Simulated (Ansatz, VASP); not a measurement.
# One calculation of Nb, two programs

INCAR

```
SYSTEM = Nb
  PREC = Accurate
  ENCUT = 600
  EDIFF = 1E-6
  ISMEAR = 0
  SIGMA = 0.1
  LREAL = .FALSE.
  LASPH = .TRUE.
  NELM = 60
  ALGO = Normal
  ISIF = 3
  LWAVE = .FALSE.
  LCHARG = .FALSE.
  GGA = PE
  IBRION = 2
  NSW = 100
  EDIFFG = -0.005
```

KPOINTS

```
regular mesh
0
G
  18 18 18
  0 0 0
```

File POSCAR:

```
Nb
1.0
   -1.6588161900      1.6588161900      1.6588161900
    1.6588161900     -1.6588161900      1.6588161900
    1.6588161900      1.6588161900     -1.6588161900
Nb
1
Direct
    0.0000000000      0.0000000000      0.0000000000
```

Input for Ansatz:

```yaml
crystal:
  lattice:
    - [-1.65881619, 1.65881619, 1.65881619]
    - [1.65881619, -1.65881619, 1.65881619]
    - [1.65881619, 1.65881619, -1.65881619]
  atoms:
    - { symbol: Nb, position: [0.0, 0.0, 0.0] }
basis:
  ecutwfc: 420
kpoints:
  mp_grid: { grid: [18, 18, 18] }
hamiltonian:
  xc: pbe
scf:
  occupations: { method: gaussian, width: 0.1 }
output:
  forces: true
  stress: true
  eigenvalues: true
relax:
  adjacent_minimum: "off"
  f_tol: 0.005
  max_steps: 80
  cell: { stress_tol: 0.05 }
```

Alike in both runs: task relaxation of cell and atoms; functional PBE; k mesh 18 × 18 × 18; occupations gaussian, width 0.1 eV; no spin polarisation.

```csv
,VASP,Ansatz
version,VASP 6.6.1,Ansatz 0.2.0
potentials or method,"VASP PAW PBE potentials, release 64 (Nb_sv)","scalar-relativistic, plane waves, PAW"
plane-wave cutoff (eV),600,420
valence electrons in the cell,13,13
```

VASP gave:

* gap on the k mesh at the Fermi level, each at its own relaxed structure (eV): none
* relaxed volume (Å³/atom): 18.12
* relaxed cell length with the largest relative difference (Å): 2.866

**Question.** Estimate Ansatz's values.

**Answer.** gap on the k mesh at the Fermi level, each at its own relaxed structure (eV): none; relaxed volume (Å³/atom): 18.15; relaxed cell length with the largest relative difference (Å): 2.868.

A gap of «none» marks a metal or a gap that the smearing closes.
